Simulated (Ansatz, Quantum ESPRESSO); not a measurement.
# 2H-WSe2, 2 layers, AA' stacking against a metal electrode: the electrode's level over the Fermi level at a withheld member of a series

Method. Quantum ESPRESSO 7.5, PBE, GBRV ultrasoft. The slab is relaxed neutral under PBE-D3(BJ), then held. ESM with bc3: vacuum below and a metal electrode about 6 Å above the top atoms. Fermi-Dirac smearing of 0.004 Ry and a dense mesh. Charges are set per cell from the starting area. The series steps the charge of the slab (positive: electrons removed).

| charge of the slab | electrode's level over the Fermi level (eV) |
| --- | --- |
| 1 ×10¹³ e/cm² | 5.904 |
| 2 ×10¹³ e/cm² | 6.951 |
| 3 ×10¹³ e/cm² | 7.981 |
| 4.5 ×10¹³ e/cm² | 9.515 |
| 6 ×10¹³ e/cm² | 11.044 |
| 8 ×10¹³ e/cm² | 13.086 |

One more run was made and is withheld. What is the electrode's level over the Fermi level at 7 ×10¹³ e/cm²?

**Fit.** The rows at 6 ×10¹³ e/cm² and 8 ×10¹³ e/cm² give a slope of (13.086 − (11.044))/(8 − (6)) = 1.021, so a straight line gives 12.065 eV. A parabola through these and the row at 4.5 ×10¹³ e/cm² gives 12.065 eV.

**Check.** 12.065 eV. The line misses by 0.000 and the parabola by 0.000 eV. Both misses are under 5 % of the step from the nearer row.

**Limits.** Vacuum fills the gap; ions don't answer the charge; added electrons can spill towards the electrode at the most negative charges. Charges count on the starting cell, which the relaxation changed by some per cent. Members without a usable value, or on the other side of zero field or charge, are not listed.
